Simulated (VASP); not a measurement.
Set up this calculation in VASP 6.6.1, as the native input.

- Task: relaxation of cell and atoms
- Functional: PBEsol
- Potentials or basis: VASP PAW PBE potentials, release 64 (Mo_sv, P)
- Cutoff: 600 eV
- k mesh: 15 × 15 × 11
- Occupations: methfessel-paxton, width 0.1 eV
- Spin: no spin polarisation
- Further INCAR settings: ALGO = Normal; EDIFF = 1e-06; IBRION = 2; EDIFFG = -0.01; NSW = 90; ISIF = 3

The structure of MoP lies in POSCAR:

```
MoP
1.0
    3.2230000000      0.0000000000      0.0000000000
   -1.6115000000      2.7911998764      0.0000000000
    0.0000000000      0.0000000000      3.1910000000
Mo P
1 1
Direct
    0.0000000000      0.0000000000      0.0000000000
    0.3333333333      0.6666666667      0.5000000000
```

One way to write it, as run:

INCAR

```
SYSTEM = MoP
PREC = Accurate
ENCUT = 600
EDIFF = 1E-6
ISMEAR = 1
SIGMA = 0.1
LREAL = .FALSE.
LASPH = .TRUE.
NELM = 80
ALGO = Normal
ISIF = 3
LWAVE = .FALSE.
LCHARG = .FALSE.
GGA = PS
IBRION = 2
NSW = 90
EDIFFG = -0.01
KPAR = 2
```

KPOINTS

```
regular mesh
0
G
  15 15 11
  0 0 0
```

Potentials or basis: VASP PAW PBE potentials, release 64 (Mo_sv, P).

The run is started by

```bash
$ cat potpaw_PBE.64/Mo_sv/POTCAR potpaw_PBE.64/P/POTCAR > POTCAR
$ mpirun -np 2 vasp_std > vasp.out
```

Results of the run:

```yaml
Relaxed_volume: 14.15 Å³/atom
Relaxed_cell: a = 3.209 Å, b = 3.209 Å, c = 3.172 Å, α = 90.00°, β = 90.00°, γ = 120.00°
Space_group_after_relaxing_to_0.05_Å: P-6m2 (No. 187)
Energy_gained_by_relaxing: 2.3 meV/atom
Ionic_steps: 3
Pressure_after_relaxing: 0.0 GPa
Band_gap_on_the_k_mesh: none (metal or under the smearing width)
```

Caveat: the PAW data sets were made with another functional, which shifts forces and pressure a little.

Run time: 46 s on 2 MPI ranks on AMD EPYC 9R14 (Zen 4) (shared host), peak memory 0.19 GiB a rank.
